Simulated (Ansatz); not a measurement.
# Si: the cost of one run

Program: Ansatz 0.2.0. Level of theory: DFT PBE, scalar-relativistic, plane waves, PAW. These are calculated values, not measurements.

### Step 1. Starting point

Symmetry: P6_3/mmc, No. 194, hexagonal system. Conventional cell: a = 3.831 Å, b = 3.831 Å, c = 6.333 Å, α = 90.00°, β = 90.00°, γ = 120.00°. Around Si (site symmetry 3m) lie 4 Si at 2.35 to 2.37 Å.

As a file:

```
Si
1.0
     3.83132    0.00000    0.00000
    -1.91566    3.31802    0.00000
     0.00000    0.00000    6.33262
Si
4
Direct
  0.33333 0.66667 0.06301
  0.66667 0.33333 0.56301
  0.33333 0.66667 0.43699
  0.66667 0.33333 0.93699
```

Source of the structure: the Materials Project (structure only).

(A quick probe on a coarse mesh, which set the mesh and smearing, is not shown.)

### Step 3. Relaxing cell and atoms

The input, input.yaml:

```yaml
crystal:
  lattice:
    - [3.8313174605, 0.0, 0.0]
    - [-1.9156587303, 3.3180182508, 0.0]
    - [0.0, 0.0, 6.3326220002]
  atoms:
    - { symbol: Si, position: [0.33333333, 0.66666667, 0.0630095] }
    - { symbol: Si, position: [0.66666667, 0.33333333, 0.5630095] }
    - { symbol: Si, position: [0.33333333, 0.66666667, 0.4369905] }
    - { symbol: Si, position: [0.66666667, 0.33333333, 0.9369905] }
basis:
  ecutwfc: 420
kpoints:
  mp_grid: { grid: [6, 6, 4] }
hamiltonian:
  xc: pbe
scf:
  occupations: { method: gaussian, width: 0.02 }
output:
  forces: true
  stress: true
  eigenvalues: true
relax:
  adjacent_minimum: "off"
  f_tol: 0.005
  max_steps: 80
  cell: { stress_tol: 0.05 }
```

The run is started by

```sh
$ ansatz run input.yaml --threads 1 --pin off --max-ram 2560MiB --backend cpu --events-out ev --progress --plain --runs-dir out
```

**Question.** How long does this run take on 1 thread of Intel Xeon Platinum 8488C (Sapphire Rapids), shared host, and how much memory does it need?

About 6.5 s, with a peak of 0.36 GiB.
